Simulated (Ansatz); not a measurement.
# Zinc, diamond under r²SCAN: ground state and equation of state, part 3 of 3

The plan for zinc in the diamond structure: relax it, solve it on a dense k-mesh, switch on spin-orbit coupling, then scale the cell to 7 volumes from 88 to 112 % of the relaxed one and try a fit of the equation of state. The k-meshes are 10×10×10 for the relaxation; 16×16×16 for the dense run; 10×10×10 for spin-orbit coupling; 11×11×11 for the volumes.

Ansatz 0.2.0; DFT, r2SCAN, plane waves (500 eV) with PAW, scalar-relativistic. The steps go on from the part before.

### Step 11. Volume × 1.12

This is Zn in the diamond structure; at room conditions it is hcp.

Input file input.yaml:

```yaml
crystal:
  lattice:
    - [0.0, 2.9528491946, 2.9528491946]
    - [2.9528491946, 0.0, 2.9528491946]
    - [2.9528491946, 2.9528491946, 0.0]
  atoms:
    - { symbol: Zn, position: [0.125, 0.125, 0.125] }
    - { symbol: Zn, position: [0.875, 0.875, 0.875] }
hamiltonian:
  xc: r2scan
  pseudopotentials:
    kind: paw
    azcp:
      Zn: "pseudopotentials/Zn.paw.azcp"
basis:
  ecutwfc: 500
  fft_grid_basis: typed
kpoints:
  mp_grid: { grid: [11, 11, 11], shift: [0, 0, 0] }
magnetization:
  spin_polarized: false
scf:
  occupations: { method: fermi_dirac, width: 0.1 }
  lower_state_search: "off"
output:
  stress: true
```

The run is started by

```console
> ansatz run input.yaml --threads 1 --pin off --max-ram 3584MiB --backend cpu --events-out ev --progress --plain --runs-dir out
```

The log of the run, shortened:

```text
[...]
Pseudopotentials: kind: paw
Pseudopotential: Zn, paw, valence charge 12, recommended cutoff 500 eV (meta_gga), <dir>
Functional definition: r2SCAN
[...]
Crystal: 2 atoms, lattice volume = 51.494 Å³
Basis set: ecut = 500 eV, 1291 PW (Γ), exchange–correlation on 128×128×128 points (64 copies of the dense FFT grid, shifted against one another)
[...]
SCF converged after 7 iterations
Free energy (F): -6650.167236 eV
[...]
E sigma→0 (E₀):  -6650.151830 eV
Entropy (-TS):   -0.030812 eV (-15.406 meV/atom)
Fermi energy:    4.700104 eV
[...]
--- Stress (GPa, compression-positive) ---
       -2.880505      -0.000000       0.000000
       -0.000000      -2.880505       0.000000
        0.000000       0.000000      -2.880505
  P = ⅓ Tr σ = -2.8805 GPa (-28.805 kbar)
```

Wall time 8.7 s (1 thread of Intel Xeon Platinum 8259CL at 2.50GHz (Skylake/Cascade Lake), shared host); peak memory 0.66 GiB.

### Step 12. Fitting the volumes

The cell was scaled evenly, with its shape and the fractional positions fixed.

| V (Å³/atom) | E − E₀ (meV/atom) | P from the stress (GPa) | P from the fit (GPa) |
| --- | --- | --- | --- |
| 20.230 | 45.0 | 6.12 | 6.08 |
| 21.149 | 17.8 | 3.55 | 3.48 |
| 22.069 | 3.8 | 1.55 | 1.48 |
| 22.988 | 0.1 | 0.00 | -0.08 |
| 23.908 | 4.1 | -1.20 | -1.28 |
| 24.827 | 14.1 | -2.14 | -2.21 |
| 25.747 | 29.0 | -2.88 | -2.92 |

A third-order Birch-Murnaghan fit gives V₀ = 22.936 Å³/atom, B₀ = 35 GPa and B₀′ = 5.4; it misses no point by more than 0.05 meV/atom.

The fit is made to E(σ → 0), while the stress belongs to the free energy F; that is one source of the offset between the two pressures.

### Step 13. Results

The summary covers parts 1 to 3.

| quantity | value |
| --- | --- |
| space group (spins left aside) | Fd-3m (No. 227) |
| conventional cell | a = 5.687 Å |
| volume | 22.988 Å³/atom |
| shortest distance | 2.462 Å |
| gap on the mesh | none (levels filled in part) |
| relative to hcp | +565 meV/atom |
| V₀, B₀, B₀′ | 22.936 Å³/atom, 35 GPa, 5.4 |

In words: The relaxation enlarged the cell by 12.0 % in volume. Against the reference form of zinc (hcp, computed apart with the same settings) it stands 565 meV/atom higher, so it is far from stable. Levels at the Fermi energy are filled in part, as in a metal. The total energy of the spin-orbit run lies +2.2 eV/atom from the scalar one, but the two kinds of run don't share a zero of energy: only differences within one kind count. B₀ comes out at 35 GPa. Relaxation kept the symmetry; phonons were not checked.
